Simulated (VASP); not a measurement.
# Ag (Fm-3m) in VASP: notebook, part 2 of 2

VASP 6.6.1. The steps go on from the part before.

## Step 3: Band structure, PBE+U, non-collinear spin, zero start, spin-orbit coupling

Input file INCAR:

```
SYSTEM = Ag
  ALGO = Normal
  EDIFF = 1E-6
  ENCUT = 520
  GGA = PE
  GGA_COMPAT = .False.
  ISIF = 2
  ISMEAR = -1
  LASPH = .True.
  LCHARG = .False.
  LDAU = .True.
  LDAUJ = 0
  LDAUL = 2
  LDAUPRINT = 1
  LDAUTYPE = 2
  LDAUU = 4
  LMAXMIX = 4
  LNONCOLLINEAR = .True.
  LORBIT = 11
  LREAL = .False.
  LSORBIT = .True.
  LWAVE = .False.
  MAGMOM = 0 0 0
  NBANDS = 22
  NELM = 80
  PREC = Accurate
  SIGMA = 0.05
```

Input file KPOINTS:

```
k-points
0
Gamma
  16 16 16
  0 0 0
```

Input file POSCAR:

```
Ag
1.0
    0.0000000000      2.0426500000      2.0426500000
    2.0426500000      0.0000000000      2.0426500000
    2.0426500000      2.0426500000      0.0000000000
Ag
1
Direct
    0.0000000000      0.0000000000      0.0000000000
```

Input file KPOINTS_OPT:

```
explicit points
21
Reciprocal
 0.0000000000  0.0000000000  0.0000000000 1
 0.0500000000  0.0500000000  0.0500000000 1
 0.1000000000  0.1000000000  0.1000000000 1
 0.1500000000  0.1500000000  0.1500000000 1
 0.2000000000  0.2000000000  0.2000000000 1
 0.2500000000  0.2500000000  0.2500000000 1
 0.3000000000  0.3000000000  0.3000000000 1
 0.3500000000  0.3500000000  0.3500000000 1
 0.4000000000  0.4000000000  0.4000000000 1
 0.4500000000  0.4500000000  0.4500000000 1
 0.5000000000  0.5000000000  0.5000000000 1
 0.0500000000  0.0500000000  0.0000000000 1
 0.1000000000  0.1000000000  0.0000000000 1
 0.1500000000  0.1500000000  0.0000000000 1
 0.2000000000  0.2000000000  0.0000000000 1
 0.2500000000  0.2500000000  0.0000000000 1
 0.3000000000  0.3000000000  0.0000000000 1
 0.3500000000  0.3500000000  0.0000000000 1
 0.4000000000  0.4000000000  0.0000000000 1
 0.4500000000  0.4500000000  0.0000000000 1
 0.5000000000  0.5000000000  0.0000000000 1
```

Potentials or basis: VASP PAW PBE potentials, release 64 (Ag).

Started as:

```
cat potpaw_PBE.64/Ag/POTCAR > POTCAR
mpirun -np 1 vasp_ncl > vasp.out
```

Wall time 83 s (1 thread of AMD EPYC 9R14 (Zen 4), shared host); peak memory 0.27 GiB.

The run converged. Its results:

```
Free energy                                           : -1.4118 eV
Pressure                                              : 3.5 GPa
Net moment                                            : 0.00 μB per cell
Valence electrons inside the program's atomic spheres : Ag 10.03
```

Moments on the atoms (μB; x, y, z):
```
Ag  0.00 0.00 0.00
```

Caveat: the U is typed as a test and isn't derived for this compound.

## Step 4: Band structure, PBE+U, non-collinear spin, zero start, spin-orbit coupling

Input file INCAR:

```
SYSTEM = Ag
ALGO = Normal ; EDIFF = 1E-7
ENCUT = 520 ; GGA = PE
GGA_COMPAT = .FALSE. ; ISIF = 2
ISMEAR = -1 ; LASPH = .TRUE.
LCHARG = .FALSE. ; LDAU = .TRUE.
LDAUJ = 0 ; LDAUL = 2
LDAUPRINT = 1 ; LDAUTYPE = 2
LDAUU = 2 ; LMAXMIX = 4
LORBIT = 11 ; LREAL = .FALSE.
LSORBIT = .TRUE. ; LWAVE = .FALSE.
MAGMOM = 0 0 0 ; NBANDS = 22
NELM = 60 ; PREC = Accurate
SIGMA = 0.05
```

Input file KPOINTS:

```
k-points
0
G
  16 16 16
  0 0 0
```

POSCAR is that of step 3.

KPOINTS_OPT is that of step 3.

Started as:

```
cat potpaw_PBE.64/Ag/POTCAR > POTCAR
mpirun -np 1 vasp_ncl > vasp.out
```

Wall time 68 s (1 thread of Intel Xeon Platinum 8375C at 2.90GHz (Ice Lake), shared host); peak memory 0.3 GiB.

The run converged. Its results:

```yaml
Free_energy: -2.0317 eV
Pressure: 4.0 GPa
Net_moment: 0.00 μB per cell
Valence_electrons_inside_the_program's_atomic_spheres: Ag 9.95
```

Moments on the atoms (μB; x, y, z):
```
Ag  0.00 0.00 0.00
```

Caveat: the U is typed as a test and isn't derived for this compound.

## Step 5: Band structure, HSE06, non-collinear spin, zero start, spin-orbit coupling

POSCAR is that of step 4.

Input file INCAR.step1:

```
SYSTEM = Ag
PREC = Accurate
ENCUT = 520
EDIFF = 1E-5
ISMEAR = -1
SIGMA = 0.05
LREAL = .FALSE.
LASPH = .TRUE.
NELM = 60
ALGO = Normal
ISIF = 2
LWAVE = .TRUE.
LCHARG = .FALSE.
MAGMOM = 0 0 0
LORBIT = 11
LSORBIT = .TRUE.
GGA_COMPAT = .FALSE.
LMAXMIX = 4
NBANDS = 22
KPAR = 8
GGA = PE
```

Input file INCAR.step2:

```
SYSTEM = Ag
PREC = Accurate
ENCUT = 520
EDIFF = 1E-7
ISMEAR = -1
SIGMA = 0.05
LREAL = .FALSE.
LASPH = .TRUE.
NELM = 60
ALGO = Normal
ISIF = 2
LWAVE = .FALSE.
LCHARG = .FALSE.
MAGMOM = 0 0 0
LORBIT = 11
LSORBIT = .TRUE.
GGA_COMPAT = .FALSE.
LMAXMIX = 4
GGA = PE
LHFCALC = .TRUE.
HFSCREEN = 0.2
PRECFOCK = Normal
NBANDS = 22
KPAR = 8
ISTART = 1
```

Input file KPOINTS:

```
regular mesh
0
G
  10 10 10
  0 0 0
```

KPOINTS_OPT is that of step 4.

Potentials or basis: VASP PAW PBE potentials, release 64 (Ag).

Started as:

```
cat potpaw_PBE.64/Ag/POTCAR > POTCAR
cp INCAR.step1 INCAR
mpirun -np 8 vasp_ncl > vasp.out
cp INCAR.step2 INCAR
mpirun -np 8 vasp_ncl > vasp.out
```

OUTCAR:

```text
SYSTEM = Ag
   PREC = Accurate
   ENCUT = 520
   EDIFF = 1E-7
   ISMEAR = -1
   LREAL = .FALSE.
   LASPH = .TRUE.
   NELM = 60
   ISIF = 2
   LORBIT = 11
   LSORBIT = .TRUE.
   GGA = PE
   LHFCALC = .TRUE.
   HFSCREEN = 0.2
   PRECFOCK = Normal
   ISTART = 1

 ion  position               nearest neighbor table
   1  0.000  0.000  0.000-

  LATTYP: Found a face centered cubic cell.
 ALAT       =     4.0853000000

  Lattice vectors:

 A1 = (   0.0000000000,   2.0426500000,   2.0426500000)
 A2 = (   2.0426500000,   0.0000000000,   2.0426500000)
 A3 = (   2.0426500000,   2.0426500000,   0.0000000000)

Analysis of symmetry for initial positions (statically):
=====================================================================
 Subroutine PRICEL returns:
[... 830 lines left out ...]

  energy  without entropy=       -2.8548148191  energy(sigma->0) =       -2.85598063

 Spin-Orbit-Coupling matrix elements

 Ion:    1  E_soc:     -0.0506797
 l=   1
     0.0000000    -0.0017028    -0.0017028
    -0.0017028     0.0000000    -0.0017028
    -0.0017028    -0.0017028     0.0000000
 l=   2
     0.0000000    -0.0014277     0.0000000    -0.0014277    -0.0053161
    -0.0014277     0.0000000    -0.0039871    -0.0014277    -0.0013290
     0.0000000    -0.0039871     0.0000000    -0.0039871     0.0000000
    -0.0014277    -0.0014277    -0.0039871     0.0000000    -0.0013290
    -0.0053161    -0.0013290     0.0000000    -0.0013290     0.0000000
 l=   3
     0.0000000     0.0000000     0.0000000     0.0000000     0.0000000     0.0000000     0.0000000
     0.0000000     0.0000000     0.0000000     0.0000000     0.0000000     0.0000000     0.0000000
     0.0000000     0.0000000     0.0000000     0.0000000     0.0000000     0.0000000     0.0000000
     0.0000000     0.0000000     0.0000000     0.0000000     0.0000000     0.0000000     0.0000000
     0.0000000     0.0000000     0.0000000     0.0000000     0.0000000     0.0000000     0.0000000
     0.0000000     0.0000000     0.0000000     0.0000000     0.0000000     0.0000000     0.0000000
     0.0000000     0.0000000     0.0000000     0.0000000     0.0000000     0.0000000     0.0000000

 total charge

# of ion       s       p       d       tot
------------------------------------------
    1        0.435   0.285   9.236   9.955

 magnetization (x)

# of ion       s       p       d       tot
------------------------------------------
    1        0.000   0.000  -0.000  -0.000

 magnetization (y)

# of ion       s       p       d       tot
------------------------------------------
    1       -0.000   0.000  -0.000  -0.000

 magnetization (z)

# of ion       s       p       d       tot
------------------------------------------
    1       -0.000   0.000  -0.000  -0.000
```

Wall time 2.8 h (8 MPI ranks of Intel Xeon Platinum 8488C (Sapphire Rapids), shared host); peak memory 0.41 GiB.

Results:

| Property | Result |
| --- | --- |
| Free energy | -2.8571 eV |
| Pressure | 4.1 GPa |
| Net moment | 0.00 μB per cell |
| Valence electrons inside the program's atomic spheres | Ag 9.96 |

Moments on the atoms (μB; x, y, z):
```
Ag  0.00 0.00 0.00
```

Caveat: the PAW data sets were made with another functional, which shifts forces and pressure a little.

## Step 6: Overview

| level | potentials or basis | U | k mesh | grid for exact exchange (PRECFOCK) | screening parameter | pressure (GPa) | moment (μB) |
| --- | --- | --- | --- | --- | --- | --- | --- |
| LDA | VASP PAW LDA potentials, release 64 (Ag) | - | 16 × 16 × 16 | - | - | -7.3 | 0.00 |
| PBE+U | VASP PAW PBE potentials, release 64 (Ag) | Ag d U = 4 eV | 16 × 16 × 16 | - | - | 3.5 | 0.00 |
| PBE+U | VASP PAW PBE potentials, release 64 (Ag) | Ag d U = 2 eV | 16 × 16 × 16 | - | - | 4.0 | 0.00 |
| HSE06 | VASP PAW PBE potentials, release 64 (Ag) | - | 10 × 10 × 10 | Normal | 0.2 1/A | 4.1 | 0.00 |

Alike in all rows: task band structure; spin non-collinear, zero start, SOC; cell as given; cutoff (eV) 520; smearing fermi-dirac 0.05 eV.

Caveats: the U is typed as a test and isn't derived for this compound (some runs); the PAW data sets were made with another functional, which shifts forces and pressure a little (some runs).

Total energies depend on the potentials used, so only differences within one code and one set of settings carry meaning.
